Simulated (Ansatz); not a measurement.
Runs of Ansatz 0.2.0 on ZnSe. Symmetry: P4/nmm, No. 129, tetragonal system. Conventional cell: a = 4.108 Å, b = 4.108 Å, c = 6.070 Å, α = 90.00°, β = 90.00°, γ = 90.00°. Se (site symmetry 4mm) has 4 Zn at 2.54 Å as nearest neighbours. Around Zn (site symmetry -4m2) lie 4 Se at 2.54 Å and 4 Zn at 2.90 Å. Measurements of this composition are mostly on another form, of space group No. 216.

```tsv
cell	target pressure (GPa)	gap on the mesh (eV)	pressure (GPa)
relaxed to 5 GPa	5	(a)	5.0
relaxed to 30 GPa	30	none	30.0
relaxed to 20 GPa	20	none	20.0
relaxed to 10 GPa	10	0.55	10.0
```

Alike in all rows: task relaxation of cell and atoms; level LDA; potentials or basis Ansatz PAW; no spin polarisation; k mesh 5 × 5 × 4; cutoff (eV) 420; smearing fermi-dirac 0.05 eV.

Task: Estimate the missing entries.

Result: (a) 0.97.

Caveats: the plane-wave basis is chosen anew once the cell has moved, so the energies of steps on either side of that aren't comparable; the PAW data sets come from PBE, with cores solved anew for the run's functional, which leaves a small shift of forces and pressure; odd divisions of the mesh miss points on the zone boundary, where band edges often lie, so the gap on the mesh can be too wide (some runs).

A k mesh can miss the band edges, and the runs leave out spin-orbit coupling on Se.

A gap of «none» marks a metal or a gap under the smearing width.

Runs at the PBE level aren't shown here.
